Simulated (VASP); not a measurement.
# SiC (P6_3mc) under biaxial strain in the (0001) plane, part 3 of 3

How do the elastic response and the band edges of SiC follow biaxial strain in the (0001) plane?

VASP 6.6.1, plane waves and PAW; the level of theory is named at each step.

So far: Starting point; Relax the crystal, LDA; Strain along the normal, LDA; Dielectric response, LDA.

**5. Band edges, TB-mBJ with spin-orbit coupling**

Short lines in KPOINTS_OPT sample the zone centre along and across the normal of the plane, for masses, and the other valleys.

Level: TB-mBJ, spin-orbit coupling; plane waves and PAW (Si, C).

TB-mBJ has no energy functional, so the total energy, stress and pressure in this output mean nothing.

INCAR reads:

```
SYSTEM = SiC
PREC = Accurate
ENCUT = 600
EDIFF = 1E-06
NELM = 150
ISMEAR = 0
SIGMA = 0.02
LREAL = .FALSE.
ALGO = Normal
METAGGA = MBJ
LASPH = .TRUE.
LNONCOLLINEAR = .TRUE.
MAGMOM = 0 0 0 0 0 0 0 0 0 0 0 0
NBANDS = 26
GGA_COMPAT = .FALSE.
LSORBIT = .TRUE.
LWAVE = .FALSE.
LCHARG = .FALSE.
KPAR = 4
```

POSCAR reads:

```
SiC
1.0
    2.9964403050      0.0000000000      0.0000000000
   -1.4982201530      2.5949934250      0.0000000000
    0.0000000000      0.0000000000      5.0396047870
Si C
2 2
Direct
    0.3333333333      0.6666666667      0.0021026295
    0.6666666667      0.3333333333      0.5021026295
    0.3333333333      0.6666666667      0.3748973705
    0.6666666667      0.3333333333      0.8748973705
```

KPOINTS reads:

```
Automatic mesh
0
Gamma
9 9 5
0 0 0
```

KPOINTS_OPT reads:

```
Line mode
6
Line-mode
Reciprocal
  0.00000000   0.00000000   0.00000000
  0.00000000   0.00000000   0.04010390

  0.00000000   0.00000000   0.00000000
 -0.02384491   0.01192246   0.00000000

  0.50000000   0.00000000   0.00000000
  0.50000000   0.00000000   0.50000000

  0.33333333   0.33333333   0.00000000
  0.33333333   0.33333333   0.50000000
```

Potentials, in the order of the species: Si and C (LDA family, release 64).

Command:

```console
$ mpirun -np 4 vasp_ncl
```

What it wrote:

```text
[banner, memory and clock lines left out]
running    4 mpi-ranks, on    1 nodes
[...]
|                                                                             |
|               ----> ADVICE to this user running VASP <----                  |
|                                                                             |
|     You enforced a specific xc type in the INCAR file but a different       |
|     [... a line on the potential file left out ...]
|     I HOPE YOU KNOW WHAT YOU ARE DOING!                                     |
|                                                                             |

 LDA part: xc-table for (None), standard interpolation
 POSCAR, INCAR and KPOINTS ok, starting setup
[...]
entering main loop
       N       E                     dE             d eps       ncg     rms          rms(c)
DAV:   1     0.328371541474E+02    0.32837E+02   -0.80137E+03  3120   0.126E+03
DAV:   2    -0.403250258896E+02   -0.73162E+02   -0.67966E+02  4150   0.209E+02
DAV:   3    -0.439627771240E+02   -0.36378E+01   -0.36149E+01  4224   0.424E+01
DAV:   4    -0.440024589981E+02   -0.39682E-01   -0.39646E-01  3886   0.524E+00
[...]
DAV:  31    -0.347034223747E+02    0.69904E-05   -0.11655E-10  1620   0.114E-04    0.147E-05
DAV:  32    -0.347034046252E+02    0.17750E-04   -0.78135E-11  1620   0.769E-05    0.108E-05
DAV:  33    -0.347034053229E+02   -0.69772E-06   -0.44241E-11  1620   0.671E-05
   1 F= -.34703405E+02 E0= -.34703405E+02  d E =-.104740E-31  mag=     0.0000    -0.0000     0.0000
 Start KPOINTS_OPT (optional k-point list driver)
k-point batch [1-24\24]
       N       E                     dE             ncg
DAV:   1     0.309552661273E+04   -0.58383E+04     1248
DAV:   2     0.135746256492E+04   -0.17381E+04     1704
DAV:   3     0.127956358082E+04   -0.77899E+02     1648
DAV:   4     0.127875595149E+04   -0.80763E+00     1552
DAV:   5     0.127874214605E+04   -0.13805E-01     1524
DAV:   6     0.127874176685E+04   -0.37920E-03     1518
DAV:   7     0.127874175331E+04   -0.13537E-04     1406
DAV:   8     0.127874175279E+04   -0.51992E-06     1146
```

Run time: 3.4 min. Hardware: 4 MPI ranks of Intel Xeon Platinum 8175M at 2.50GHz (Skylake/Cascade Lake), shared host; peak memory 1.6 GiB.

OUTCAR, selected parts (step 5):

```text
  Total       26.7365025     26.7365025     23.5320133     -0.0000000      0.0000000      0.0000000
  in kB     1093.1425663   1093.1425663    962.1245486     -0.0000002      0.0000000      0.0000000
  external PRESSURE =    1049.4698937 kB  Pullay stress =       0.0000000 kB

 POSITION                                       TOTAL-FORCE (eV/Angst)
 -----------------------------------------------------------------------------------
     -0.00000      1.73000      0.01060        -0.000000      0.000000     -0.412019
      1.49822      0.86500      2.53040        -0.000000      0.000000     -0.412019
     -0.00000      1.73000      1.88933         0.000000      0.000000      0.412019
      1.49822      0.86500      4.40914         0.000000     -0.000000      0.412019
 -----------------------------------------------------------------------------------
    total drift:                               -0.000000      0.000000     -1.056274

  FREE ENERGIE OF THE ION-ELECTRON SYSTEM (eV)
  ---------------------------------------------------
  free  energy   TOTEN  =       -34.7034053229 eV

  energy  without entropy=      -34.7034053229  energy(sigma->0) =      -34.70340532

[... 1 part as in an earlier step ...]

[... 2 further parts left out ...]
[key lines of the parts left out:]
E-fermi :   9.0950
```

**6. Band edges, r2SCAN**

Short lines in KPOINTS_OPT sample the zone centre along and across the normal of the plane, for masses, and the other valleys.

Level: r2SCAN; plane waves and PAW (Si, C).

INCAR reads:

```
SYSTEM = SiC
PREC = Accurate
ENCUT = 600
EDIFF = 1E-06
NELM = 100
ISMEAR = 0
SIGMA = 0.02
LREAL = .FALSE.
ALGO = Normal
METAGGA = R2SCAN
LASPH = .TRUE.
NBANDS = 13
LWAVE = .FALSE.
LCHARG = .FALSE.
KPAR = 4
```

POSCAR is that of step 5.

KPOINTS is that of step 5.

KPOINTS_OPT is that of step 5.

Command:

```console
$ mpirun -np 4 vasp_std
```

What it wrote:

```text
[banner, memory and clock lines left out]
running    4 mpi-ranks, on    1 nodes
[...]
[... a notice as in an earlier step ...]

 LDA part: xc-table for (None), standard interpolation
 POSCAR, INCAR and KPOINTS ok, starting setup
[...]
entering main loop
       N       E                     dE             d eps       ncg     rms          rms(c)
DAV:   1    -0.528821631442E+02   -0.52882E+02   -0.83696E+03   936   0.129E+03
DAV:   2    -0.121974697229E+03   -0.69093E+02   -0.63736E+02  1333   0.198E+02
DAV:   3    -0.125100043908E+03   -0.31253E+01   -0.31081E+01  1271   0.401E+01
DAV:   4    -0.125130536163E+03   -0.30492E-01   -0.30481E-01  1151   0.487E+00
[...]
DAV:  10    -0.118729618481E+03   -0.44908E-04   -0.14772E-04  1156   0.105E-01    0.371E-02
DAV:  11    -0.118729625991E+03   -0.75105E-05   -0.22807E-05  1186   0.479E-02    0.910E-03
DAV:  12    -0.118729626485E+03   -0.49351E-06   -0.12820E-06   843   0.104E-02
   1 F= -.11872963E+03 E0= -.11872963E+03  d E =-.975832E-27
 Start KPOINTS_OPT (optional k-point list driver)
k-point batch [1-24\24]
       N       E                     dE             ncg
DAV:   1     0.345813226310E+04   -0.65185E+04      624
DAV:   2     0.172219782395E+04   -0.17359E+04      908
DAV:   3     0.165211980934E+04   -0.70078E+02      824
DAV:   4     0.165142756912E+04   -0.69224E+00      769
DAV:   5     0.165141540010E+04   -0.12169E-01      829
DAV:   6     0.165141503925E+04   -0.36085E-03      802
DAV:   7     0.165141502668E+04   -0.12565E-04      744
DAV:   8     0.165141502614E+04   -0.54319E-06      613
```

Elapsed: 30 s, on 4 MPI ranks; peak memory 0.68 GiB.

From OUTCAR (step 6):

```text
  Total        4.0468193      4.0468193      0.5358566     -0.0000000      0.0000000      0.0000000
  in kB      165.4573364    165.4573364     21.9089128     -0.0000000      0.0000000      0.0000000
  external PRESSURE =     117.6078618 kB  Pullay stress =       0.0000000 kB

 POSITION                                       TOTAL-FORCE (eV/Angst)
 -----------------------------------------------------------------------------------
     -0.00000      1.73000      0.01060        -0.000000      0.000000     -0.029337
      1.49822      0.86500      2.53040         0.000000     -0.000000     -0.029337
     -0.00000      1.73000      1.88933         0.000000     -0.000000      0.029337
      1.49822      0.86500      4.40914         0.000000     -0.000000      0.029337
 -----------------------------------------------------------------------------------
    total drift:                                0.000000      0.000000      0.000618

  FREE ENERGIE OF THE ION-ELECTRON SYSTEM (eV)
  ---------------------------------------------------
  free  energy   TOTEN  =      -118.7296264848 eV

  energy  without entropy=     -118.7296264848  energy(sigma->0) =     -118.72962648

[... 1 part as in an earlier step ...]

[... 2 further parts left out ...]
[key lines of the parts left out:]
E-fermi :   9.1455
```

Read from the output:

- energy(sigma→0) of the program: -118.7296 eV
- stress, compression positive: xx, yy, zz 16.55, 16.55, 2.19 GPa

The run ends at a pressure of 11.76 GPa, with forces up to 0.029 eV/Å.

**7. The whole series**

Runs beyond LDA use the data sets made with LDA; this shifts their levels slightly, and their total energies have another zero (at TB-mBJ, which has no energy functional, they mean nothing).

The other members went through these steps as far as the tables show, with the same cutoff and, step by step, the same mesh (but for the dielectric runs, see below); 50 runs are not shown. The session took 11 core hours (wall time by ranks) on a shared machine.

The dielectric columns come from linear-response runs at LDA, run where the gap exceeds a picked 1.2 eV, on meshes that differ between rows: 13×13×7 at -2, -1.5; 12×12×7 at -1, -0.5, 0, 0.5, 1, 1.5, 2. A change between rows on different meshes is not the strain's alone.

```tsv
in-plane strain (%)	strain along the normal (%)	in-plane stress, tension positive (GPa)	energy above the unstrained row (meV/atom)	gap on the mesh, LDA (eV)	ε∞ (mean)	static ε (mean)	largest Born charge, mean of the diagonal (e)	lowest optical mode (cm⁻¹)	highest mode without LO–TO splitting (cm⁻¹)
-2.000	0.425	-13.475	16.884	1.990	6.974	10.343	2.758	256.425	859.797
-1.500	0.310	-9.915	9.464	2.063	6.982	10.380	2.754	256.841	854.460
-1.000	0.202	-6.463	4.225	2.130	6.995	10.421	2.750	257.144	849.708
-0.500	0.096	-3.157	1.096	2.197	7.008	10.463	2.746	257.516	844.828
0	-0.009	0.029	0.000	2.259	7.024	10.508	2.743	257.866	840.405
0.500	-0.109	3.088	0.883	2.318	7.041	10.556	2.739	258.162	836.112
1.000	-0.208	6.019	3.684	2.375	7.061	10.608	2.735	258.286	831.928
1.500	-0.306	8.827	8.330	2.380	7.082	10.662	2.732	258.385	827.915
2.000	-0.400	11.513	14.763	2.386	7.106	10.720	2.728	258.445	823.956
```

Slopes at zero strain, from cubics through all rows: strain ratio -0.204, stress over strain 624 GPa. For (0001) the ratio is −2C₁₃/C₃₃.

Band edges at TB-mBJ with spin-orbit coupling, counted from the valence-band top at Γ, spin-orbit pairs averaged, with one row partly withheld:

```tsv
in-plane strain (%)	gap (eV)	conduction band at Γ (eV)	lowest conduction level on M–L (eV)	second valence level below the top (eV)	third valence level below the top (eV)
-2.000	3.025	6.370	3.822	0.009	0.406
-1.500	3.101	6.212	3.862	0.009	0.325
-1.000	3.169	?	3.816	0.009	0.254
-0.500	3.237	5.894	3.770	0.009	0.185
0	3.299	5.735	3.722	0.009	0.123
0.500	3.359	5.577	3.674	0.008	0.067
1.000	3.416	5.419	3.624	0.004	0.018
1.500	3.432	5.225	3.537	0.036	0.047
2.000	3.441	5.025	3.443	0.080	0.090
```

Band edges at r2SCAN, counted from the valence-band top at Γ:

```tsv
in-plane strain (%)	gap (eV)	conduction band at Γ (eV)	lowest conduction level on M–L (eV)	second valence level below the top (eV)	third valence level below the top (eV)
-2.000	2.363	6.203	3.323	0.000	0.407
-1.500	2.439	6.034	3.371	0.000	0.323
-1.000	2.508	5.865	3.362	0.000	0.249
-0.500	2.577	5.697	3.312	0.000	0.177
0	2.640	5.529	3.260	0.000	0.112
0.500	2.701	5.362	3.208	0.000	0.052
1.000	2.751	5.191	3.150	0.005	0.005
1.500	2.758	4.973	3.044	0.057	0.057
2.000	2.763	4.761	2.942	0.104	0.104
```

**8. A fit to the known rows**

The quantity to fit is the conduction level at Γ above the mean of the three top valence levels at TB-mBJ with spin-orbit coupling: 6.509, 6.323, 5.958, 5.779, 5.602, 5.426, 5.252, 5.081 eV in the rows shown.

Fitting a parabola to the 8 known rows (e: strain in %) gives E = 0.004009 e² − 0.3569 e + 5.779 in eV; the residuals are 8.0e-5 eV r.m.s.

For the withheld row, e = -1, the fit gives 6.1398 eV.

**9. The withheld row**

The calculation gives 6.1399 eV, so the prediction is 0.0001 eV too low.

**10. What came out**

```
ratio of normal to in-plane strain                                                                                                : -0.204
biaxial modulus                                                                                                                   : 624 GPa
gap of the unstrained cell, TB-mBJ with spin-orbit coupling                                                                       : 3.30 eV
gap of the unstrained cell, r2SCAN                                                                                                : 2.64 eV
slope at zero strain of the conduction level at Γ above the mean of the three top valence levels, TB-mBJ with spin-orbit coupling : -357 meV per %
error of the predicted row                                                                                                        : -0.1 meV
```

In words: As a check, the curvature of the energy gives 623 GPa for the same modulus (energy per volume = M × strain²), 0 % from the slope of the stress. The energy also has a linear term worth 0.15 GPa that the stress column lacks, a mark of the finite basis. At TB-mBJ with spin-orbit coupling the edge that sets the gap lies at a point without a column here, up to 0.80 eV below the lowest level listed; the gap runs between 3.03 and 3.44 eV. At r2SCAN the edge that sets the gap lies at a point without a column here, up to 0.96 eV below the lowest level listed; the gap runs between 2.36 and 2.76 eV. Hole masses are left out throughout, since the top bands are degenerate or cross in many series; of conduction masses, those of the Γ, L and (for Si and Ge under (001) strain) Δ valleys are kept where they change by under an eighth between rows. A measured gap of unstrained SiC is 3.33 eV (arxiv:2009.14696, band gap at cryogenic temperature, temperature not given); the static gaps here belong to the lattice relaxed at LDA. TB-mBJ is a potential fitted for gaps; it has no energy functional, so its total energies and forces mean nothing, and its bands tend to come out too narrow. r2SCAN opens gaps somewhat over GGA but leaves them below measured values as a rule. Spin-orbit coupling is left out at r2SCAN, so the valence splittings there lack it. Temperature, zero-point motion and excitons are left out.

[Lines on the potential files, build, host, timing and source positions are cut from VASP's logs without a mark.]

[Logs are printed without paths, hosts, clocks, repeated set-up lines and the standing remarks that a program may print on its own settings, such as how far it seeks lower states.]

[Hosts, paths, dates, database ids (printed as entryN), source tags and the programs' standing remarks are cut or masked in the printed files.]

[In band tables of VASP the shares of atoms and orbitals are scaled to a sum of 1 inside the atoms' spheres.]
